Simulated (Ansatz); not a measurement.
Runs of Ansatz 0.2.0 on Sn. Symmetry: I4/mmm, No. 139, tetragonal system. The conventional cell has a = 4.058 Å, b = 4.058 Å, c = 3.322 Å, α = 90.00°, β = 90.00°, γ = 90.00°. Around Sn (site symmetry 4/mmm) lie 10 Sn at 3.32 Å. This isn't the form of Sn at room conditions, which is tetragonal (white tin).

```csv
level,cutoff (eV),gap on the mesh (eV),pressure (GPa)
PBEsol,420,none,-1.4
BLYP,420,none,(b)
r2SCAN,500,none,(a)
RPBE,420,none,2.8
LDA,420,none,-2.6
revPBE,420,none,2.4
```

Alike in all rows: task band structure; potentials or basis Ansatz PAW; no spin polarisation; cell as given; k mesh 6 × 6 × 6; smearing fermi-dirac 0.05 eV; the mesh is coarse, so values aren't converged.

Problem. Estimate the missing entries.

Solution. (a) 0.1; (b) 6.0.

Caveats: all runs use coarse meshes; spin-orbit coupling is left out, which moves the levels of the heavy elements; the PAW data sets come from PBE, with cores solved anew for the run's functional, which leaves a small shift of forces and pressure.

A k mesh can miss the band edges, and the runs leave out spin-orbit coupling on Sn.

A gap of «none» marks a metal or a gap under the smearing width.

Runs at the PBE level aren't shown here.
